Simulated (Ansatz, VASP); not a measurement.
## One calculation of GaSb, two programs

INCAR

```
SYSTEM = GaSb
  AGGAC = 1.0
  AGGAX = 1.0
  ALDAC = 0.0
  ALDAX = 1.0
  ALGO = Fast
  EDIFF = 1E-6
  ENCUT = 520
  GGA = B5
  ISIF = 2
  ISMEAR = -1
  LASPH = .TRUE.
  LCHARG = .FALSE.
  LREAL = .FALSE.
  LWAVE = .FALSE.
  NELM = 60
  PREC = Accurate
  SIGMA = 0.05
```

The input KPOINTS:

```
k-points
0
G
  8 8 8
  0 0 0
```

Contents of POSCAR:

```
GaSb
1.0
    0.0000000000      3.0590000000      3.0590000000
    3.0590000000      0.0000000000      3.0590000000
    3.0590000000      3.0590000000      0.0000000000
Sb Ga
1 1
Direct
    0.7500000000      0.7500000000      0.7500000000
    0.0000000000      0.0000000000      0.0000000000
```

Contents of KPOINTS_OPT:

```
path GXWKGLUWLK,UX
20
line-mode
reciprocal
 0.0000000000  0.0000000000  0.0000000000  G
 0.5000000000  0.0000000000  0.5000000000  X

 0.5000000000  0.0000000000  0.5000000000  X
 0.5000000000  0.2500000000  0.7500000000  W

 0.5000000000  0.2500000000  0.7500000000  W
 0.3750000000  0.3750000000  0.7500000000  K

 0.3750000000  0.3750000000  0.7500000000  K
 0.0000000000  0.0000000000  0.0000000000  G

 0.0000000000  0.0000000000  0.0000000000  G
 0.5000000000  0.5000000000  0.5000000000  L

 0.5000000000  0.5000000000  0.5000000000  L
 0.6250000000  0.2500000000  0.6250000000  U

 0.6250000000  0.2500000000  0.6250000000  U
 0.5000000000  0.2500000000  0.7500000000  W

 0.5000000000  0.2500000000  0.7500000000  W
 0.5000000000  0.5000000000  0.5000000000  L

 0.5000000000  0.5000000000  0.5000000000  L
 0.3750000000  0.3750000000  0.7500000000  K

 0.6250000000  0.2500000000  0.6250000000  U
 0.5000000000  0.0000000000  0.5000000000  X
```

The input input.yaml:

```yaml
crystal:
  lattice:
    - [0.0, 3.059, 3.059]
    - [3.059, 0.0, 3.059]
    - [3.059, 3.059, 0.0]
  atoms:
    - { symbol: Sb, position: [0.75, 0.75, 0.75] }
    - { symbol: Ga, position: [0.0, 0.0, 0.0] }
hamiltonian:
  xc: blyp
  pseudopotentials: { kind: paw }
kpoints:
  mp_grid: { grid: [8, 8, 8] }
  band_path:
    path:
      - [[0.0, 0.0, 0.0], [0.5, 0.0, 0.5], [0.5, 0.25, 0.75], [0.375, 0.375, 0.75], [0.0, 0.0, 0.0], [0.5, 0.5, 0.5], [0.625, 0.25, 0.625], [0.5, 0.25, 0.75], [0.5, 0.5, 0.5], [0.375, 0.375, 0.75]]
      - [[0.625, 0.25, 0.625], [0.5, 0.0, 0.5]]
    npoints: 14
scf:
  occupations: { method: fermi_dirac, width: 0.05 }
  n_extra_bands: 6
output:
  forces: true
  stress: true
  eigenvalues: true
  fatbands: false
```

Alike in both runs: task band structure; functional BLYP; k mesh 8 × 8 × 8; occupations fermi-dirac, width 0.05 eV; no spin polarisation.

```csv
,VASP,Ansatz
version,VASP 6.6.1,Ansatz 0.2.0
potentials or method,"VASP PAW PBE potentials, release 64 (Sb, Ga_d)",Ansatz PAW
plane-wave cutoff (eV),520,420
valence electrons in the cell,18,28
```

```tsv
	VASP	Ansatz	Ansatz less VASP
gap on the k mesh at the Fermi level (eV)	none	none	-
pressure (GPa)	5.6	5.3	-0.26
```

A gap of «none» marks a metal or a gap that the smearing closes. The functional is the same, so the differences come from potentials, cutoffs and numerics. The two sets of potentials don't hold the same shells in valence.

Caveats: spin-orbit coupling is left out, which moves the levels of the heavy elements; the PAW data sets were made with another functional, which shifts forces and pressure a little (VASP); the PAW data sets come from PBE, with cores solved anew for the run's functional, which leaves a small shift of forces and pressure (Ansatz).
